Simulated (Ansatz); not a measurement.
# Response to strain in BaSnO3

The parent structure is BaSnO3 in the cubic perovskite structure (space group Pm-3m, No. 221; a = 4.1216 Å). Axes: x, y, z lie along the cube axes.

Strains are applied to the cell and any free atomic positions relax; under biaxial strain the out-of-plane vector relaxes too.

Computed with PBEsol (Ansatz, a quantum-chemistry and plane-wave program), without spin-orbit coupling, earlier PAW set.

Candidates:
(a) strain tensor (xx, yy, zz, yz, xz, xy) = (+0.24, −2.41, −1.39, +0.98, +0.15, +1.67) %
(b) uniaxial strain ε_yy = +2.16 %
(c) uniaxial strain ε_zz = +3.47 %
(d) biaxial strain +1.13 %, plane normal [001], relaxed out of plane

For the base:

| Quantity | Result |
|---|---|
| Band gap | 0.86 eV |

**Question.** Order them by band gap, highest first.

**Answer.** (a) strain tensor (xx, yy, zz, yz, xz, xy) = (+0.24, −2.41, −1.39, +0.98, +0.15, +1.67) % (1.26 eV), (d) biaxial strain +1.13 %, plane normal [001], relaxed out of plane (0.66 eV), (b) uniaxial strain ε_yy = +2.16 % (0.59 eV), (c) uniaxial strain ε_zz = +3.47 % (0.43 eV)

Stability against distortions was not tested.
